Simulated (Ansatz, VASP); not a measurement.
## Na: VASP beside Ansatz

INCAR

```
PREC = Accurate ; ENCUT = 520
EDIFF = 1E-6 ; ISMEAR = -1
SIGMA = 0.05 ; LREAL = False
LASPH = True ; NELM = 60
ALGO = Fast ; ISIF = 2
LWAVE = False ; LCHARG = False
NBANDS = 14
```

File KPOINTS:

```
regular mesh
0
Gamma
  8 8 5
```

POSCAR

```
Na
1.0
    3.7417173590      0.0000000000      0.0000000000
   -1.8708586795      3.2404222867      0.0000000000
    0.0000000000      0.0000000000      6.1126967421
Na
2
Direct
    0.6666666667      0.3333333333      0.7500000000
    0.3333333333      0.6666666667      0.2500000000
```

The input input.yaml:

```yaml
crystal:
  lattice:
    - [3.741717359, 0.0, 0.0]
    - [-1.8708586795, 3.2404222867, 0.0]
    - [0.0, 0.0, 6.1126967421]
  atoms:
    - { symbol: Na, position: [0.6666666667, 0.3333333333, 0.75] }
    - { symbol: Na, position: [0.3333333333, 0.6666666667, 0.25] }
kpoints:
  mp_grid: { grid: [8, 8, 5] }
scf:
  occupations: { method: fermi_dirac, width: 0.05 }
hamiltonian:
  xc: lda
  pseudopotentials: { kind: all_electron, lapw: { basis_error: 0.001 } }
output:
  forces: true
  stress: true
  eigenvalues: true
```

Change from the starting cell: volume scaled by 0.98.

Alike in both runs: task single point; functional LDA; k mesh 8 × 8 × 5; occupations fermi-dirac, width 0.05 eV; no spin polarisation.

```csv
,VASP,Ansatz
version,VASP 6.6.1,Ansatz 0.2.0
potentials or method,"VASP PAW LDA potentials, release 64 (Na_pv)","all-electron LAPW, scalar-relativistic"
plane-wave cutoff (eV),520,see its input
```

|  | VASP | Ansatz | Ansatz less VASP |
| --- | --- | --- | --- |
| gap on the k mesh at the Fermi level (eV) | none | none | - |
| pressure (GPa) | -0.8 | -0.8 | +0.03 |
| largest component of the traceless stress (GPa) | 0.17 | 0.17 | 0.000 |

A gap of «none» marks a metal or a gap that the smearing closes. Ansatz ran all-electron here, so the differences hold the error of VASP's frozen core and of both bases.
